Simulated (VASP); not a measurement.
# Sb (R-3m) in VASP: a series of runs

Runs on Sb. Level: PBEsol. Tasks: single point, relaxation of cell and atoms.

Program: VASP 6.6.1. These are calculated values, not measurements. Logs are shortened: lines on timing, memory, paths and dates and some standing lists are left out, and cuts for length are marked.

### Step 1. The crystal as given

Symmetry: R-3m, No. 166, trigonal system. The conventional cell has a = 4.301 Å, b = 4.301 Å, c = 11.232 Å, α = 90.00°, β = 90.00°, γ = 120.00°. Around Sb (site symmetry 3m) lie 3 Sb at 2.90 Å.

### Step 2. Single point, PBEsol

INCAR

```
SYSTEM = Sb
PREC = Accurate ; ENCUT = 520
EDIFF = 1E-6 ; ISMEAR = 0
SIGMA = 0.1 ; LREAL = .False.
LASPH = .True. ; NELM = 100
ALGO = Normal ; ISIF = 2
LWAVE = .False. ; LCHARG = .False.
GGA = PS
```

KPOINTS

```
regular mesh
0
Gamma
  12 12 12
  0 0 0
```

POSCAR

```
Sb
1.0
    2.1506000000      1.2416494900      3.7440000000
   -2.1506000000      1.2416494900      3.7440000000
    0.0000000000     -2.4832989800      3.7440000000
Sb
2
Direct
    0.2336400000      0.2336400000      0.2336400000
    0.7663600000      0.7663600000      0.7663600000
```

Potentials or basis: VASP PAW PBE potentials, release 64 (Sb).

Started as:

```sh
cat potpaw_PBE.64/Sb/POTCAR > POTCAR
mpirun -np 1 vasp_std > vasp.out
```

OUTCAR:

```text
SYSTEM = Sb
   PREC = Accurate
   ENCUT = 520
   EDIFF = 1E-6
   ISMEAR = 0
   LREAL = .False.
   LASPH = .True.
   NELM = 100
   ISIF = 2
   GGA = PS

 ion  position               nearest neighbor table
   1  0.234  0.234  0.234-   2 2.90   2 2.90   2 2.90   2 3.34   2 3.34   2 3.34
   2  0.766  0.766  0.766-   1 2.90   1 2.90   1 2.90   1 3.34   1 3.34   1 3.34

  LATTYP: Found a trigonal (rhomboedric) cell.
 ALAT       =     4.4926951617
 COS(alpha) =     0.5417152821

  Lattice vectors:

 A1 = (   2.1506000000,   1.2416494900,   3.7440000000)
 A2 = (  -2.1506000000,   1.2416494900,   3.7440000000)
 A3 = (   0.0000000000,  -2.4832989800,   3.7440000000)

Analysis of symmetry for initial positions (statically):
=====================================================================
 Subroutine PRICEL returns:
 Original cell was already a primitive cell.

 Routine SETGRP: Setting up the symmetry group for a
 trigonal (rhombohedral) supercell.

 Subroutine GETGRP returns: Found 12 space group operations
 (whereof 12 operations were pure point group operations)
 out of a pool of 12 trial point group operations.

The static configuration has the point symmetry D_3d.

Analysis of symmetry for dynamics (positions and initial velocities):
=====================================================================
 Subroutine PRICEL returns:
 Original cell was already a primitive cell.

 Routine SETGRP: Setting up the symmetry group for a
 trigonal (rhombohedral) supercell.

 Subroutine GETGRP returns: Found 12 space group operations
 (whereof 12 operations were pure point group operations)
 out of a pool of 12 trial point group operations.

The dynamic configuration has the point symmetry D_3d.

 Subroutine INISYM returns: Found 12 space group operations
 (whereof 12 operations are pure point group operations),
 and found     1 'primitive' translations

----------------------------------------------------------------------------------------

                                     Primitive cell

  volume of cell :      59.9854

  direct lattice vectors                    reciprocal lattice vectors
     2.150600000  1.241649490  3.744000000     0.232493258  0.134230045  0.089031339
    -2.150600000  1.241649490  3.744000000    -0.232493258  0.134230045  0.089031339
     0.000000000 -2.483298980  3.744000000     0.000000000 -0.268460090  0.089031339

  length of vectors
     4.492695162  4.492695162  4.492695163     0.282838115  0.282838115  0.282838115

  position of ions in fractional coordinates (direct lattice)
     0.233640000  0.233640000  0.233640000
     0.766360000  0.766360000  0.766360000

  ion indices of the primitive-cell ions
   primitive index   ion index
                 1           1
                 2           2

----------------------------------------------------------------------------------------

 KPOINTS: regular mesh

Automatic generation of k-mesh.
 Grid dimensions read from file:
 generate k-points for:   12   12   12

 Generating k-lattice:

  Cartesian coordinates                     Fractional coordinates (reciprocal lattice)
     0.019374438  0.011185837  0.007419278     0.083333333  0.000000000  0.000000000
    -0.019374438  0.011185837  0.007419278     0.000000000  0.083333333  0.000000000
     0.000000000 -0.022371674  0.007419278     0.000000000  0.000000000  0.083333333

  Length of vectors
     0.023569843  0.023569843  0.023569843

  Shift w.r.t. Gamma in fractional coordinates (k-lattice)
     0.000000000  0.000000000  0.000000000

 Subroutine IBZKPT returns following result:
 ===========================================

 Found    189 irreducible k-points:

 Following reciprocal coordinates:
            Coordinates               Weight
  0.000000  0.000000  0.000000      1.000000
  0.083333 -0.000000 -0.000000      6.000000
  0.166667 -0.000000  0.000000      6.000000
  0.250000 -0.000000  0.000000      6.000000
  0.333333 -0.000000  0.000000      6.000000
  0.416667  0.000000  0.000000      6.000000
[... 16 lines left out ...]
  0.500000  0.166667  0.000000     12.000000
 -0.416667  0.166667 -0.000000     12.000000
 [... further k-points ...]
   k-points           NKPTS =    189   k-points in BZ     NKDIM =    189   number of bands    NBANDS=      9
   number of dos      NEDOS =    301   number of ions     NIONS =      2
   total plane-waves  NPLWV =  46656
   dimension x,y,z NGX =    36 NGY =   36 NGZ =   36
   dimension x,y,z NGXF=    72 NGYF=   72 NGZF=   72
   ions per type =               2
   NGX,Y,Z   is equivalent  to a cutoff of  13.32, 13.32, 13.32 a.u.
   NGXF,Y,Z  is equivalent  to a cutoff of  26.64, 26.64, 26.64 a.u.
 SYSTEM =  Sb
   PREC   = accura    normal or accurate (medium, high low for compatibility)
   ISTART =      0    job   : 0-new  1-cont  2-samecut
   ICHARG =      2    charge: 1-file 2-atom 10-const
   ISPIN  =      1    spin polarized calculation?
   LNONCOLLINEAR =      F non collinear calculations
   LSORBIT =      F    spin-orbit coupling
   LASPH  =      T    aspherical Exc in radial PAW
   ENCUT  =  520.0 eV  38.22 Ry    6.18 a.u.   8.35  8.35  8.35*2*pi/ulx,y,z
   NELM   =    100;   NELMIN=  2; NELMDL= -5     # of ELM steps
   EDIFF  = 0.1E-05   stopping-criterion for ELM
[... 8 lines left out ...]
   TEBEG  =    0.0;   TEEND  =   0.0 temperature during run
   PSTRESS=    0.0 pullay stress
   NELECT =      10.0000    total number of electrons
   NUPDOWN=      -1.0000    fix difference up-down
   EMIN   =  10.00;   EMAX   =-10.00  energy-range for DOS
   EFERMI =   0.00;   METHOD = LEGACY
   ISMEAR =     0;   SIGMA  =   0.10  broadening in eV -4-tet -1-fermi 0-gaus
   EFERMI_NEDOS =   21; number of points for ismear=-14 and -15
   IALGO  =     38    algorithm
   IMIX   =      4    mixing-type and parameters
     AMIX     =   0.40;   BMIX     =  1.00
     AMIX_MAG =   1.60;   BMIX_MAG =  1.00
  volume/ion in A,a.u.               =      29.99       202.40
  Fermi-wavevector in a.u.,A,eV,Ry     =   0.901003  1.702649 11.045297  0.811806
  Thomas-Fermi vector in A             =   2.024030
   LORBIT       =      0    0 simple, 1 ext, 2 COOP (PROOUT), +10 PAW based schemes
   GGA     = PS    functional components
   LHFCALC =     F    Hartree Fock is set to
   AEXX    =    0.0000 exact exchange contribution
   IVDW    =     0    specifies the selected vdW correction
   LEPSILON=     F    determine dielectric tensor
   LRPA    =     F    only Hartree local field effects (RPA)
 non-spin polarized calculation
 Gauss-broadening in eV      SIGMA  =   0.10
  energy-cutoff  :      520.00
  volume of cell :       59.99
 maximum number of plane-waves:      1627
 NGX is ok and might be reduce to    36
   NGX = 17   NGY = 17   NGZ = 17

 number of electron      10.0000000 magnetization

 Free energy of the ion-electron system (eV)
  ---------------------------------------------------
  ext. energy  EPLUGINS =         0.00000000
  ---------------------------------------------------
  free energy    TOTEN  =        -9.11085651 eV

  energy without entropy =       -9.11034068  energy(sigma->0) =       -9.11059860

 E-fermi :   7.2084     XC(G=0):  -9.6945

 val. band max:        7.0799522679   @ k =   0.4167   0.3333   0.3333
 cond. band min:       7.2697013618   @ k =  -0.4167   0.5000   0.4167
 fundamental gap:      0.1897490939
 Fermi energy:         7.2084019854

 k-point     1 :       0.0000    0.0000    0.0000
  band No.  band energies     occupation
      1      -5.5670      2.00000
      2       2.4553      2.00000
      3       5.1598      2.00000
      4       5.4155      2.00000
      5       5.4155      2.00000
      6       9.2889      0.00000
      7       9.9301      0.00000
      8       9.9301      0.00000
      9      12.2727      0.00000

 k-point     2 :       0.0833   -0.0000   -0.0000
  band No.  band energies     occupation
      1      -5.4896      2.00000
      2       2.0926      2.00000
      3       5.1913      2.00000
      4       5.3958      2.00000
      5       5.5526      2.00000
      6       9.2657      0.00000
      7       9.7132      0.00000
      8       9.7450      0.00000
      9      11.9009      0.00000

 k-point     3 :       0.1667   -0.0000    0.0000
  band No.  band energies     occupation
      1      -5.2585      2.00000
      2       1.2469      2.00000
      3       5.1983      2.00000
      4       5.3494      2.00000
      5       5.8641      2.00000
      6       9.0029      0.00000
      7       9.2148      0.00000
      8       9.2613      0.00000
      9      11.6921      0.00000

 k-point     4 :       0.2500   -0.0000    0.0000
  band No.  band energies     occupation
      1      -4.8767      2.00000
      2       0.2197      2.00000
      3       5.2164      2.00000
      4       5.3029      2.00000
      5       6.1520      2.00000
      6       8.4676      0.00000
      7       8.5891      0.00000
      8       8.6821      0.00000
      9      12.0724      0.00000
[... 205 lines left out ...]
 k-point    22 :       0.4167    0.1667    0.0000
  band No.  band energies     occupation
      1      -3.9554      2.00000
      2      -1.0595      2.00000
      3       3.8749      2.00000
      4       4.4471      2.00000
      5       5.2960      2.00000
      6       9.1207      0.00000
      7       9.2475      0.00000
      8       9.8109      0.00000
      9      11.6439      0.00000

 k-point    23 :       0.5000    0.1667    0.0000
  band No.  band energies     occupation
      1      -3.3118      2.00000
      2      -1.9358      2.00000
      3       3.6298      2.00000
      4       4.6131      2.00000
      5       5.3041      2.00000
      6       8.6643      0.00000
      7       8.8652      0.00000
      8      10.0209      0.00000
      9      12.7259      0.00000

 k-point    24 :      -0.4167    0.1667   -0.0000
  band No.  band energies     occupation
      1      -3.0245      2.00000
      2      -2.2834      2.00000
      3       3.4485      2.00000
      4       4.9478      2.00000
      5       5.5002      2.00000
      6       8.1546      0.00000
      7       8.4995      0.00000
      8      10.3274      0.00000
      9      13.7076      0.00000

 [... further k-points ...]
[... 5 lines left out ...]
  --------------------------------------------------------------------------------------
  -------------------------------------------------------------------------------------
  Total        0.2963207      0.2963207      0.0728516      0.0000000      0.0000000      0.0000000
  in kB        7.9145617      7.9145617      1.9458257      0.0000000      0.0000000      0.0000000
  external PRESSURE =       5.9249831 kB  Pullay stress =       0.0000000 kB

 VOLUME and BASIS-vectors are now :
 -----------------------------------------------------------------------------
  energy-cutoff  :      520.00
  volume of cell :       59.99
      direct lattice vectors                 reciprocal lattice vectors
     2.150600000  1.241649490  3.744000000     0.232493258  0.134230045  0.089031339
    -2.150600000  1.241649490  3.744000000    -0.232493258  0.134230045  0.089031339
     0.000000000 -2.483298980  3.744000000     0.000000000 -0.268460090  0.089031339

 POSITION                                       TOTAL-FORCE (eV/Angst)
 -----------------------------------------------------------------------------------
      0.00000      0.00000      2.62424         0.000000      0.000000      0.218489
      0.00000      0.00000      8.60776         0.000000     -0.000000     -0.218489
 -----------------------------------------------------------------------------------
    total drift:                                0.000000     -0.000000      0.000000

  FREE ENERGIE OF THE ION-ELECTRON SYSTEM (eV)
  ---------------------------------------------------
  free  energy   TOTEN  =        -9.1108565084 eV

  energy  without entropy=       -9.1103406822  energy(sigma->0) =       -9.11059860
```

It took 2.1 min on 1 thread of Intel Xeon Platinum 8375C at 2.90GHz (Ice Lake), shared host; peak memory 0.25 GiB.

Results:

| Quantity | Value |
| --- | --- |
| Free energy | -9.1109 eV |
| Pressure | 0.6 GPa |
| Largest force | 0.218 eV/Å |
| Band gap on the k mesh | none (metal or under the smearing width) |

Forces on the atoms (eV/Å):
```
Sb   0.000  0.000  0.218
Sb   0.000  0.000 -0.218
```

Caveat: the PAW data sets were made with another functional, which shifts forces and pressure a little.

### Step 3. Relaxation of cell and atoms, PBEsol

INCAR

```
SYSTEM = Sb
PREC = Accurate ; ENCUT = 580
EDIFF = 1E-7 ; ISMEAR = 0
SIGMA = 0.1 ; LREAL = .FALSE.
LASPH = .TRUE. ; NELM = 100
ALGO = Normal ; ISIF = 3
LWAVE = .FALSE. ; LCHARG = .FALSE.
GGA = PS ; IBRION = 2
NSW = 90 ; EDIFFG = -0.005
```

KPOINTS

```
Automatic mesh
0
G
  12 12 12
  0 0 0
```

POSCAR is that of step 2.

Potentials or basis: VASP PAW PBE potentials, release 64 (Sb).

Started as:

```sh
cat potpaw_PBE.64/Sb/POTCAR > POTCAR
mpirun -np 1 vasp_std > vasp.out
```

OUTCAR:

```text
SYSTEM = Sb
   PREC = Accurate
   ENCUT = 580
   EDIFF = 1E-7
   ISMEAR = 0
   LREAL = .FALSE.
   LASPH = .TRUE.
   NELM = 100
   ISIF = 3
   GGA = PS
   IBRION = 2
   NSW = 90
   EDIFFG = -0.005

 ion  position               nearest neighbor table
   1  0.234  0.234  0.234-   2 2.90   2 2.90   2 2.90   2 3.34   2 3.34   2 3.34
   2  0.766  0.766  0.766-   1 2.90   1 2.90   1 2.90   1 3.34   1 3.34   1 3.34

  LATTYP: Found a trigonal (rhomboedric) cell.
 ALAT       =     4.4926951617
 COS(alpha) =     0.5417152821

  Lattice vectors:

 A1 = (   2.1506000000,   1.2416494900,   3.7440000000)
 A2 = (  -2.1506000000,   1.2416494900,   3.7440000000)
 A3 = (   0.0000000000,  -2.4832989800,   3.7440000000)

Analysis of symmetry for initial positions (statically):
=====================================================================
 Subroutine PRICEL returns:
 Original cell was already a primitive cell.

 Routine SETGRP: Setting up the symmetry group for a
 trigonal (rhombohedral) supercell.

 Subroutine GETGRP returns: Found 12 space group operations
 (whereof 12 operations were pure point group operations)
 out of a pool of 12 trial point group operations.

The static configuration has the point symmetry D_3d.

Analysis of symmetry for dynamics (positions and initial velocities):
=====================================================================
[... 447 lines left out ...]

 number of electron      10.0000000 magnetization

 Free energy of the ion-electron system (eV)
  ---------------------------------------------------
  ext. energy  EPLUGINS =         0.00000000
  ---------------------------------------------------
  free energy    TOTEN  =        -9.11803000 eV

  energy without entropy =       -9.11736671  energy(sigma->0) =       -9.11769835

 E-fermi :   7.1949     XC(G=0):  -9.7291

 val. band max:        7.1938367791   @ k =  -0.4167   0.5000   0.4167
 cond. band min:       7.3167926056   @ k =   0.3333   0.1667   0.1667
 fundamental gap:      0.1229558265
 Fermi energy:         7.1949404579

 k-point     1 :       0.0000    0.0000    0.0000
  band No.  band energies     occupation
      1      -5.4929      2.00000
      2       2.5385      2.00000
      3       5.2947      2.00000
      4       5.4383      2.00000
      5       5.4383      2.00000
      6       9.5956      0.00000
      7      10.0756      0.00000
      8      10.0756      0.00000
      9      12.1724      0.00000
[... 265 lines left out ...]
 k-point    24 :      -0.4167    0.1667   -0.0000
  band No.  band energies     occupation
      1      -2.9328      2.00000
      2      -2.2595      2.00000
      3       3.5546      2.00000
      4       5.1111      2.00000
      5       5.5493      2.00000
      6       8.1812      0.00000
      7       8.5966      0.00000
      8      10.3872      0.00000
      9      13.8431      0.00000

 [... further k-points ...]

------------------------ aborting loop because EDIFF is reached ----------------------------------------

  FORCE on cell =-STRESS in cart. coord.  units (eV):
  Direction    XX          YY          ZZ          XY          YZ          ZX
  --------------------------------------------------------------------------------------
  -------------------------------------------------------------------------------------
  Total        0.0034611      0.0034611      0.0014532      0.0000000      0.0000000      0.0000000
  in kB        0.0929767      0.0929767      0.0390374      0.0000000      0.0000000      0.0000000
  external PRESSURE =       0.0749970 kB  Pullay stress =       0.0000000 kB
[... 17 lines left out ...]
  FREE ENERGIE OF THE ION-ELECTRON SYSTEM (eV)
  ---------------------------------------------------
  free  energy   TOTEN  =        -9.1180299963 eV

  energy  without entropy=       -9.1173667064  energy(sigma->0) =       -9.11769835

 reached required accuracy - stopping structural energy minimisation
```

It took 9 min on 1 thread of Intel Xeon Platinum 8375C at 2.90GHz (Ice Lake), shared host; peak memory 0.28 GiB.

What came out:

```
Free energy                            : -9.1180 eV
Relaxed volume                         : 29.82 Å³/atom
Relaxed cell                           : a = 4.448 Å, b = 4.448 Å, c = 4.448 Å, α = 58.20°, β = 58.20°, γ = 58.20°
Space group after relaxing (to 0.05 Å) : R-3m (No. 166)
Energy gained by relaxing              : 3.6 meV/atom
Ionic steps                            : 9
Pressure after relaxing                : 0.0 GPa
Band gap on the k mesh                 : none (metal or under the smearing width)
```

Step by step:
| step | energy change (eV) | largest force (eV/Å) | pressure (GPa) | volume (Å³) |
| --- | --- | --- | --- | --- |
| 1 | 0.0000 | 0.2184 | 0.59 | 59.99 |
| 2 | -0.0029 | 0.0385 | -0.67 | 60.95 |
| 3 | -0.0033 | 0.0814 | -0.36 | 60.70 |
| 4 | -0.0052 | 0.0552 | -0.24 | 60.37 |
| 5 | -0.0070 | 0.0033 | 0.10 | 59.56 |
| 6 | -0.0070 | 0.0010 | 0.09 | 59.59 |
| 7 | -0.0071 | 0.0165 | -0.09 | 59.72 |
| 8 | -0.0071 | 0.0116 | -0.03 | 59.68 |
| 9 | -0.0071 | 0.0016 | 0.01 | 59.64 |

Final structure:
```
CELL_PARAMETERS angstrom
2.16297 1.24879 3.68007
-2.16297 1.24879 3.68007
0.00000 -2.49758 3.68007
ATOMIC_POSITIONS crystal
Sb 0.23624 0.23624 0.23624
Sb 0.76376 0.76376 0.76376
```

Caveat: the PAW data sets were made with another functional, which shifts forces and pressure a little. Spin-orbit coupling is left out, which matters for the levels of Sb.
